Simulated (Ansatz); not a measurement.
## Choice of functional: Tl

```
Tl
1.0
     3.45600    0.00000    0.00000
    -1.72800    2.99298    0.00000
     0.00000    0.00000    5.52500
Tl
2
Cartesian
  0.0000 1.9953 1.3813
  1.7280 0.9977 4.1438
```

Atoms are numbered in the order listed.

The cell is a measured one (Crystallography Open Database entry 9008519); the temperature and pressure of the measurement aren't taken into account, and nothing was relaxed.

Spin–orbit coupling is left out, though it moves levels of the heavy atoms by tenths of an eV or more.

One fixed cell is solved with several functionals by frozen-core PAW in Ansatz 0.2.0, scalar-relativistically. A positive pressure means that the functional wants a larger cell.

The PAW files were made with PBE; their cores are remade for each functional.

Sampling and basis: a Γ-centred 11×11×6 k mesh, Fermi–Dirac smearing of 0.05 eV, cutoff 420 eV, no spin polarisation.

Cutoffs: PBE 420 eV, LDA 420 eV, PBEsol 420 eV, r²SCAN 500 eV.

```csv
setting,P (GPa),"lowest level at Γ above −25 eV, from the valence-band top or, without a gap, the Fermi level (eV)"
PBE,3.20,-11.79
LDA,?,-11.67
PBEsol,-0.01,-11.71
r²SCAN,?,-12.40
```

What belongs in the row "LDA", column "P (GPa)"?

-1.78.

What belongs in the row "r²SCAN", column "P (GPa)"?

1.88.
